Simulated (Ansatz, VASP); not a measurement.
# GaSb: VASP beside Ansatz

The input INCAR:

```
SYSTEM = GaSb
PREC = Accurate
ENCUT = 520
EDIFF = 1E-6
ISMEAR = -1
SIGMA = 0.05
LREAL = .FALSE.
LASPH = .TRUE.
NELM = 80
ALGO = Normal
ISIF = 2
LWAVE = .FALSE.
LCHARG = .TRUE.
GGA = PS
LELF = .TRUE.
LVHAR = .TRUE.
NBANDS = 16
```

Contents of KPOINTS:

```
regular mesh
0
G
  10 10 10
  0 0 0
```

Contents of POSCAR:

```
GaSb
1.0
   -2.7162208707      2.7162208707      1.5692083240
    2.7162208707     -2.7162208707      1.5692083240
    2.7162208707      2.7162208707     -1.5692083240
Sb Ga
1 1
Direct
    0.0000000000      0.0000000000      0.0000000000
    0.7500000000      0.2500000000      0.5000000000
```

The input input.yaml:

```yaml
crystal:
  lattice:
    - [-2.7162208707, 2.7162208707, 1.569208324]
    - [2.7162208707, -2.7162208707, 1.569208324]
    - [2.7162208707, 2.7162208707, -1.569208324]
  atoms:
    - { symbol: Sb, position: [0.0, 0.0, 0.0] }
    - { symbol: Ga, position: [0.75, 0.25, 0.5] }
kpoints:
  mp_grid: { grid: [10, 10, 10] }
scf:
  occupations: { method: fermi_dirac, width: 0.05 }
hamiltonian:
  xc: pbesol
  pseudopotentials: { kind: all_electron, lapw: { basis_error: 0.001 } }
output:
  forces: true
  stress: true
  eigenvalues: true
```

Change from the starting cell: volume scaled by 0.96.

Alike in both runs: task single point; functional PBEsol; k mesh 10 × 10 × 10; occupations fermi-dirac, width 0.05 eV; no spin polarisation.

|  | VASP | Ansatz |
| --- | --- | --- |
| version | VASP 6.6.1 | Ansatz 0.2.0 |
| potentials or method | VASP PAW PBE potentials, release 64 (Sb, Ga_d) | all-electron LAPW, scalar-relativistic |
| plane-wave cutoff (eV) | 520 | see its input |

```tsv
	VASP	Ansatz	Ansatz less VASP
gap on the k mesh at the Fermi level (eV)	none	none	-
pressure (GPa)	-0.8	-0.7	+0.05
largest component of the traceless stress (GPa)	0.67	0.66	-0.009
```

A gap of «none» marks a metal or a gap that the smearing closes. Ansatz ran all-electron here, so the differences hold the error of VASP's frozen core and of both bases.

Caveats: the PAW data sets were made with another functional, which shifts forces and pressure a little (VASP). Spin-orbit coupling is left out, which matters for the levels of Sb.
